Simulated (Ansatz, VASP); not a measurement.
Two plane-wave programs on SnSe

```
Sn Se
1.0
     3.98291    0.00000    0.00000
    -1.99145    3.44930    0.00000
     0.00000    0.00000   16.94387
Sn Se
4 4
Cartesian
  0.0000 2.2995 2.9991
  1.9914 1.1498 11.4710
  0.0000 2.2995 5.4729
  1.9915 1.1498 13.9448
  0.0000 2.2995 10.1663
  1.9914 1.1498 1.6944
  0.0000 2.2995 15.2495
  1.9915 1.1498 6.7775
```

The cell was built by a generator and needn't be a form met in nature.

Alike in both runs: task single point; functional PBE; k mesh 5 × 5 × 1; occupations fermi-dirac, width 0.0166 eV; no spin polarisation.

|  | VASP | Ansatz |
| --- | --- | --- |
| version | VASP 6.6.1 | Ansatz 0.2.0 |
| potentials or method | VASP PAW PBE potentials, release 64 (Sn_d, Se) | PAW plane waves |
| plane-wave cutoff (eV) | 520 | 420 |
| valence electrons in the cell | 80 | 120 |

|  | VASP | Ansatz | Ansatz less VASP |
| --- | --- | --- | --- |
| gap on the k mesh at the Fermi level (eV) | none | none | - |
| pressure (GPa) | 9.6 | 9.6 | 0.00 |
| largest component of the traceless stress (GPa) | 7.95 | 8.00 | +0.053 |
| rms of the force components (eV/Å) | 1.332 | 1.338 | +0.0054 |

Atom by atom the forces differ by 0.006 eV/Å (rms over components). A gap of «none» marks a metal or a gap that the smearing closes. The two sets of potentials don't hold the same shells in valence. Ansatz warned: «structure_snapped_to_symmetry».

Caveats: the k mesh is coarse (spacing up to 0.37 Å⁻¹), so the values aren't converged; this functional lacks dispersion, which binds the layers, so the pressure and a relaxed spacing across them are unreliable; forces of over 1 eV/Å show positions far from the minimum, so gaps and moduli don't describe the material at rest.
